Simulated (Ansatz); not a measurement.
HfO2 under changes of volume

One of the cells (11.152 Å³/atom); the others are scaled copies at fixed shape and fractional positions:

```
Hf O
1.0
     0.00000    2.55750    2.55750
     2.55750    0.00000    2.55750
     2.55750    2.55750    0.00000
Hf O
1 2
Direct
  0.00000 0.00000 0.00000
  0.75000 0.75000 0.75000
  0.25000 0.25000 0.25000
```

Measurements of this composition are mostly on another form, of space group No. 14.

* Program: Ansatz 0.2.0
* Functional: PBE
* Dispersion: D4
* Potentials or basis: Ansatz PAW
* Cutoff: 420 eV (not typed: the program's choice for these potentials)
* k mesh: 9 × 9 × 9
* Occupations: fermi-dirac, width 0.05 eV
* Spin: no spin polarisation

```tsv
volume (Å³/atom)	energy over the lowest point (meV/atom)	pressure (GPa)	gap on the mesh (eV)
10.483	?	?	?
10.706	2.53	4.5	3.94
10.929	0.00	-0.8	3.88
11.152	4.52	-5.6	3.83
11.375	15.37	-9.9	3.78
11.598	32.02	-13.8	3.72
11.821	53.82	-17.3	3.67
```

What does the run at 10.483 Å³/atom give?

Energy over the lowest point 12.81 meV/atom; pressure 10.5 GPa; gap on the mesh 3.99 eV.

Worked out: A Birch-Murnaghan fit of order 3 (a polynomial in V^(-2/3)) to the other rows has its minimum at 10.89 Å³/atom with B0 = V·E''(V) = 251 GPa and B' = 4.0. It gives 12.86 meV/atom at 10.483 Å³/atom, against the run's 12.81, and -dE/dV = 10.4 GPa, against 10.5. A straight line through the other rows of the gap, of slope -2.71 eV per unit of ln V, extrapolates to 4.00 eV, against the run's 3.99.

Energies are extrapolated to zero smearing.

Caveats: odd divisions of the mesh miss points on the zone boundary, where band edges often lie, so the gap on the mesh can be too wide; spin-orbit coupling is left out, which moves the levels of the heavy elements.

A mesh can miss the band edges.
